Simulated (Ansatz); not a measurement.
Crystal: BN.

```xyz
2
Lattice="0.0000 1.8130 1.8130 1.8130 0.0000 1.8130 1.8130 1.8130 0.0000" Properties=species:S:1:pos:R:3 pbc="T T T"
N     0.9065    0.9065    0.9065
B     0.0000    0.0000    0.0000
```

The cell is a database's computed one.

| Property | Result |
| --- | --- |
| Program | Ansatz 0.2.0 |
| Task | relaxation of cell and atoms |
| Functional | BLYP |
| Potentials or basis | all-electron LAPW, scalar-relativistic |
| Basis error allowed | 0.001 eV/atom |
| k mesh | 13 × 13 × 13 |
| Occupations | fermi-dirac, width 0.05 eV |
| Spin | no spin polarisation |

At the start: volume 5.96 Å³/atom.

Problem. Where does the relaxation end?

Solution. Over 5 steps the energy falls by 2.2 meV/atom and the volume is 6.07 Å³/atom (+1.8 %); space group F-43m (No. 216, to 0.05 Å).

The path:
| step | energy change (eV) | largest force (eV/Å) | volume (Å³) |
| --- | --- | --- | --- |
| 1 | 0.0000 | 0.0000 | 11.92 |
| 2 | -0.0036 | 0.0000 | 12.04 |
| 3 | -0.0044 | 0.0000 | 12.13 |
| 4 | -0.0044 | 0.0000 | 12.14 |
| 5 | -0.0044 | 0.0000 | 12.14 |

Final structure:
```yaml
crystal:
  lattice:
    - [0.00000, 1.82393, 1.82393]
    - [1.82393, 0.00000, 1.82393]
    - [1.82393, 1.82393, 0.00000]
  atoms:
    - { symbol: N, position: [0.25000, 0.25000, 0.25000] }
    - { symbol: B, position: [0.00000, 0.00000, 0.00000] }
```
